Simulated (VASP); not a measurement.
# CuI (Marshite) (F-43m) in VASP: notebook

One crystal, CuI (Marshite), is run at these levels: PBE, RPBE, LDA; tasks: relaxation of cell and atoms.

All numbers are computed with VASP 6.6.1; they aren't measurements. Logs are shortened: lines on timing, memory, paths and dates and some standing lists are left out, and cuts for length are marked.

## 1. The structure

Symmetry: F-43m, No. 216, cubic system. Conventional cell: a = 6.048 Å, b = 6.048 Å, c = 6.048 Å, α = 90.00°, β = 90.00°, γ = 90.00°. Cu (site symmetry -43m) is surrounded by 4 I at 2.62 Å. I (site symmetry -43m) is surrounded by 4 Cu at 2.62 Å.

## 2. Relaxation of cell and atoms, PBE, target pressure 0.63 GPa, at which the enthalpy is minimised

INCAR

```
SYSTEM = CuI
ALGO = Normal ; EDIFF = 1E-7
EDIFFG = -0.005 ; ENCUT = 600
GGA = PE ; IBRION = 2
ISIF = 3 ; ISMEAR = 0
LASPH = .TRUE. ; LCHARG = .FALSE.
LREAL = .FALSE. ; LWAVE = .FALSE.
NELM = 80 ; NSW = 90
PREC = Accurate ; PSTRESS = 6.3
SIGMA = 0.03
```

KPOINTS

```
k-points
0
G
  8 8 8
  0 0 0
```

POSCAR

```
CuI                                     
1.0
    0.0000000000      3.0238075497      3.0238075497
    3.0238075497      0.0000000000      3.0238075497
    3.0238075497      3.0238075497      0.0000000000
  Cu              I             
     1     1
Direct
     0.2500000000000000    0.2500000000000000    0.2500000000000000
     0.0000000000000000    1.0000000000000000    0.0000000000000000
```

Potentials or basis: VASP PAW PBE potentials, release 64 (Cu, I).

Command:

```console
cat potpaw_PBE.64/Cu/POTCAR potpaw_PBE.64/I/POTCAR > POTCAR
mpirun -np 1 vasp_std > vasp.out
```

OUTCAR:

```text
SYSTEM = CuI
   EDIFF = 1E-7
   EDIFFG = -0.005
   ENCUT = 600
   GGA = PE
   IBRION = 2
   ISIF = 3
   ISMEAR = 0
   LASPH = .TRUE.
   LREAL = .FALSE.
   NELM = 80
   NSW = 90
   PREC = Accurate
   PSTRESS = 6.3

 ion  position               nearest neighbor table
   1  0.250  0.250  0.250-   2 2.62   2 2.62   2 2.62   2 2.62
   2  0.000  0.000  0.000-   1 2.62   1 2.62   1 2.62   1 2.62

  LATTYP: Found a face centered cubic cell.
 ALAT       =     6.0476150994

  Lattice vectors:

 A1 = (   0.0000000000,   3.0238075497,   3.0238075497)
 A2 = (   3.0238075497,   0.0000000000,   3.0238075497)
 A3 = (   3.0238075497,   3.0238075497,   0.0000000000)

Analysis of symmetry for initial positions (statically):
=====================================================================
 Subroutine PRICEL returns:
 Original cell was already a primitive cell.

 Routine SETGRP: Setting up the symmetry group for a
 face centered cubic supercell.

 Subroutine GETGRP returns: Found 24 space group operations
 (whereof 24 operations were pure point group operations)
 out of a pool of 48 trial point group operations.

The static configuration has the point symmetry T_d .

Analysis of symmetry for dynamics (positions and initial velocities):
=====================================================================
 Subroutine PRICEL returns:
 Original cell was already a primitive cell.

 Routine SETGRP: Setting up the symmetry group for a
 face centered cubic supercell.

 Subroutine GETGRP returns: Found 24 space group operations
 (whereof 24 operations were pure point group operations)
 out of a pool of 48 trial point group operations.

The dynamic configuration has the point symmetry T_d .

 Subroutine INISYM returns: Found 24 space group operations
 (whereof 24 operations are pure point group operations),
 and found     1 'primitive' translations

----------------------------------------------------------------------------------------

                                     Primitive cell

  volume of cell :      55.2958

  direct lattice vectors                    reciprocal lattice vectors
     0.000000000  3.023807550  3.023807550    -0.165354439  0.165354439  0.165354439
     3.023807550  0.000000000  3.023807550     0.165354439 -0.165354439  0.165354439
     3.023807550  3.023807550  0.000000000     0.165354439  0.165354439 -0.165354439

  length of vectors
     4.276309647  4.276309647  4.276309647     0.286402289  0.286402289  0.286402289

  position of ions in fractional coordinates (direct lattice)
     0.250000000  0.250000000  0.250000000
     0.000000000  0.000000000  0.000000000

  ion indices of the primitive-cell ions
   primitive index   ion index
                 1           1
                 2           2

----------------------------------------------------------------------------------------

 KPOINTS: k-points

Automatic generation of k-mesh.
 Grid dimensions read from file:
 generate k-points for:    8    8    8

 Generating k-lattice:

  Cartesian coordinates                     Fractional coordinates (reciprocal lattice)
    -0.020669305  0.020669305  0.020669305     0.125000000  0.000000000  0.000000000
     0.020669305 -0.020669305  0.020669305     0.000000000  0.125000000  0.000000000
     0.020669305  0.020669305 -0.020669305     0.000000000  0.000000000  0.125000000

  Length of vectors
     0.035800286  0.035800286  0.035800286

  Shift w.r.t. Gamma in fractional coordinates (k-lattice)
     0.000000000  0.000000000  0.000000000

 Subroutine IBZKPT returns following result:
 ===========================================
[... 64 lines left out ...]
   EFERMI_NEDOS =   21; number of points for ismear=-14 and -15
   IALGO  =     38    algorithm
   IMIX   =      4    mixing-type and parameters
     AMIX     =   0.40;   BMIX     =  1.00
     AMIX_MAG =   1.60;   BMIX_MAG =  1.00
  volume/ion in A,a.u.               =      27.65       186.58
  Fermi-wavevector in a.u.,A,eV,Ry     =   1.126164  2.128141 17.255516  1.268245
  Thomas-Fermi vector in A             =   2.262844
   LORBIT       =      0    0 simple, 1 ext, 2 COOP (PROOUT), +10 PAW based schemes
   GGA     = PE    functional components
   LHFCALC =     F    Hartree Fock is set to
   AEXX    =    0.0000 exact exchange contribution
   IVDW    =     0    specifies the selected vdW correction
   LEPSILON=     F    determine dielectric tensor
   LRPA    =     F    only Hartree local field effects (RPA)
 conjugate gradient relaxation of ions
 non-spin polarized calculation
 Gauss-broadening in eV      SIGMA  =   0.03
  energy-cutoff  :      600.00
  volume of cell :       55.30
 maximum number of plane-waves:      1868
 NGX is ok and might be reduce to    36
   NGX = 17   NGY = 17   NGZ = 17

--------------------------------------- Ionic step        1  -------------------------------------------

 number of electron      18.0000004 magnetization

 Free energy of the ion-electron system (eV)
  ---------------------------------------------------
  ext. energy  EPLUGINS =         0.00000000
  ---------------------------------------------------
  free energy    TOTEN  =        -5.56057123 eV

  energy without entropy =       -5.56057123  energy(sigma->0) =       -5.56057123

------------------------ aborting loop because EDIFF is reached ----------------------------------------

  FORCE on cell =-STRESS in cart. coord.  units (eV):
  Direction    XX          YY          ZZ          XY          YZ          ZX
  --------------------------------------------------------------------------------------
  -------------------------------------------------------------------------------------
  Total        0.2310097      0.2310097      0.2310097     -0.0000000      0.0000000      0.0000000
  in kB        6.6934242      6.6934242      6.6934242     -0.0000000      0.0000000      0.0000000
  external PRESSURE =       0.3934242 kB  Pullay stress =       6.3000000 kB

 VOLUME and BASIS-vectors are now :
 -----------------------------------------------------------------------------
  energy-cutoff  :      600.00
  volume of cell :       55.30
      direct lattice vectors                 reciprocal lattice vectors
     0.000000000  3.023807550  3.023807550    -0.165354439  0.165354439  0.165354439
     3.023807550  0.000000000  3.023807550     0.165354439 -0.165354439  0.165354439
     3.023807550  3.023807550  0.000000000     0.165354439  0.165354439 -0.165354439

 POSITION                                       TOTAL-FORCE (eV/Angst)
 -----------------------------------------------------------------------------------
      1.51190      1.51190      1.51190        -0.000000     -0.000000     -0.000000
      0.00000      0.00000      0.00000         0.000000      0.000000      0.000000
 -----------------------------------------------------------------------------------
    total drift:                                0.000001      0.000001      0.000001

  FREE ENERGIE OF THE ION-ELECTRON SYSTEM (eV)
  ---------------------------------------------------
  free  energy   TOTEN  =        -5.5605712278 eV

  energy  without entropy=       -5.5605712278  energy(sigma->0) =       -5.56057123

  enthalpy is  TOTEN    =        -5.3431397569 eV   P V=        0.2174314709

--------------------------------------- Ionic step        2  -------------------------------------------

 number of electron      18.0000004 magnetization

 Free energy of the ion-electron system (eV)
  ---------------------------------------------------
  ext. energy  EPLUGINS =         0.00000000
  ---------------------------------------------------
  free energy    TOTEN  =        -5.56079586 eV

  energy without entropy =       -5.56079586  energy(sigma->0) =       -5.56079586

 E-fermi :   4.6585     XC(G=0):  -8.9678

 val. band max:        4.5018769421   @ k =   0.0000   0.0000   0.0000
 cond. band min:       5.6631927585   @ k =   0.0000   0.0000   0.0000
 fundamental gap:      1.1613158164
 Fermi energy:         4.6585220173

 k-point     1 :       0.0000    0.0000    0.0000
  band No.  band energies     occupation
      1      -9.5426      2.00000
      2       0.8338      2.00000
      3       0.8338      2.00000
      4       0.8338      2.00000
      5       2.6237      2.00000
      6       2.6237      2.00000
      7       4.5019      2.00000
      8       4.5019      2.00000
      9       4.5019      2.00000
     10       5.6632      0.00000
     11       9.3669      0.00000
     12       9.3669      0.00000
     13       9.3669      0.00000
[... 354 lines left out ...]
  band No.  band energies     occupation
      1      -8.8869      2.00000
      2      -0.8567      2.00000
      3       0.2937      2.00000
      4       0.8095      2.00000
      5       2.5590      2.00000
      6       2.6350      2.00000
      7       2.7511      2.00000
      8       3.1816      2.00000
      9       3.4848      2.00000
     10       8.0091      0.00000
     11       9.1684      0.00000
     12      10.7207      0.00000
     13      11.9182      0.00000

 [... further k-points ...]

------------------------ aborting loop because EDIFF is reached ----------------------------------------

  FORCE on cell =-STRESS in cart. coord.  units (eV):
  Direction    XX          YY          ZZ          XY          YZ          ZX
  --------------------------------------------------------------------------------------
  -------------------------------------------------------------------------------------
  Total        0.2232801      0.2232801      0.2232801      0.0000000      0.0000000      0.0000000
  in kB        6.4631099      6.4631099      6.4631099      0.0000000      0.0000000      0.0000000
  external PRESSURE =       0.1631099 kB  Pullay stress =       6.3000000 kB

 VOLUME and BASIS-vectors are now :
 -----------------------------------------------------------------------------
  energy-cutoff  :      600.00
  volume of cell :       55.35
      direct lattice vectors                 reciprocal lattice vectors
    -0.000000000  3.024797922  3.024797922    -0.165300299  0.165300299  0.165300299
     3.024797922  0.000000000  3.024797922     0.165300299 -0.165300299  0.165300299
     3.024797922  3.024797922  0.000000000     0.165300299  0.165300299 -0.165300299

 POSITION                                       TOTAL-FORCE (eV/Angst)
 -----------------------------------------------------------------------------------
      1.51240      1.51240      1.51240        -0.000000     -0.000000     -0.000000
      3.02480      3.02480      0.00000         0.000000      0.000000      0.000000
 -----------------------------------------------------------------------------------
    total drift:                                0.000001      0.000001      0.000001

  FREE ENERGIE OF THE ION-ELECTRON SYSTEM (eV)
  ---------------------------------------------------
  free  energy   TOTEN  =        -5.5607958633 eV

  energy  without entropy=       -5.5607958633  energy(sigma->0) =       -5.56079586

  enthalpy is  TOTEN    =        -5.3431506798 eV   P V=        0.2176451835

 reached required accuracy - stopping structural energy minimisation
```

Run time: 30 s. Hardware: 1 thread of AMD EPYC 9R45 (Zen 5), shared host; peak memory 0.19 GiB.

Results:

| Item | Value |
| --- | --- |
| Free energy | -5.5608 eV |
| Relaxed volume | 27.68 Å³/atom |
| Relaxed cell | a = 4.278 Å, b = 4.278 Å, c = 4.278 Å, α = 60.00°, β = 60.00°, γ = 60.00° |
| Space group after relaxing (to 0.05 Å) | F-43m (No. 216) |
| Energy change on relaxing (the enthalpy is what falls) | -0.1 meV/atom |
| Ionic steps | 2 |
| Pressure after relaxing | 0.6 GPa |
| Band gap on the k mesh | 1.16 eV, direct |

The path:
| step | energy change (eV) | largest force (eV/Å) | pressure (GPa) | volume (Å³) |
| --- | --- | --- | --- | --- |
| 1 | 0.0000 | 0.0000 | 0.67 | 55.30 |
| 2 | -0.0002 | 0.0000 | 0.65 | 55.35 |

Final structure:
```yaml
crystal:
  lattice:
    - [0.00000, 3.02480, 3.02480]
    - [3.02480, 0.00000, 3.02480]
    - [3.02480, 3.02480, 0.00000]
  atoms:
    - { symbol: Cu, position: [0.25000, 0.25000, 0.25000] }
    - { symbol: I, position: [0.00000, 0.00000, 0.00000] }
```

Levels at points of the mesh, in eV from the valence-band top:
| k point | band 7 | band 8 | band 9 | band 10 | band 11 | band 12 |
| --- | --- | --- | --- | --- | --- | --- |
| (0.00, 0.00, 0.00) | 0.00 | 0.00 | 0.00 | 1.16 | 4.86 | 4.86 |
| (0.50, 0.00, 0.00) | -1.81 | -0.72 | -0.72 | 2.16 | 5.40 | 5.40 |
| (0.50, 0.50, 0.00) | -1.79 | -1.52 | -1.52 | 2.70 | 2.90 | 9.23 |

Caveat: the cell is relaxed towards a set pressure, so the enthalpy falls and the energy may rise; spin-orbit coupling is left out, which moves the levels of the heavy elements.

(Continued in part 2 of 2.)
